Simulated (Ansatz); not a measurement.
The system is TiO2 (Anatase).

```xyz
6
Lattice="-1.8921 1.8921 4.7573 1.8921 -1.8921 4.7573 1.8921 1.8921 -4.7573" Properties=species:S:1:pos:R:3 pbc="T T T"
Ti    0.0000    1.8921    2.3786
Ti    0.0000    0.0000    0.0000
O     0.0000    0.0000    7.5346
O     0.0000    1.8921    0.3987
O     0.0000    1.8921    4.3586
O     0.0000    0.0000    1.9800
```

```yaml
Program: Ansatz 0.2.0
Task: relaxation of cell and atoms
Functional: BLYP
Potentials_or_basis: Ansatz PAW
Cutoff: "420 eV (not typed: the program's choice for these potentials)"
k_mesh: 10 × 10 × 10
Occupations: fermi-dirac, width 0.05 eV
Spin: no spin polarisation
```

At the start: volume 11.35 Å³/atom.

Problem. How do energy, volume and symmetry change on relaxing?

Solution. It ends after 11 steps and the volume is 11.96 Å³/atom (+5.3 %); space group I4_1/amd (No. 141, to 0.05 Å).

The path:
```tsv
step	energy change (eV)	largest force (eV/Å)	volume (Å³)
1	0.0000	0.1899	68.13
2	-0.0791	0.0599	70.46
3	-0.0834	0.0168	71.43
4	-0.0833	0.0099	71.51
5	-0.0836	0.0040	71.49
6	-0.1075	0.0037	71.49
7	-0.1070	0.0005	71.73
8	-0.1069	0.0000	71.75
9	-0.1084	0.0001	71.75
10	-0.1083	0.0001	71.77
11	-0.1083	0.0001	71.77
```

Final structure:
```
CELL_PARAMETERS angstrom
-1.90968 1.90968 4.91965
1.90968 -1.90968 4.91965
1.90968 1.90968 -4.91965
ATOMIC_POSITIONS crystal
Ti 0.75000 0.25000 0.50000
Ti 0.00000 0.00000 0.00000
O 0.79453 0.79453 0.00000
O 0.54453 0.04453 0.50000
O 0.95547 0.45547 0.50000
O 0.20547 0.20547 0.00000
```

Caveat: the plane-wave basis is chosen anew once the cell has moved, so the energies of steps on either side of that aren't comparable; the pressure holds a Pulay correction of +0.8 GPa for the finite cutoff; the PAW data sets come from PBE, with cores solved anew for the run's functional, which leaves a small shift of forces and pressure.
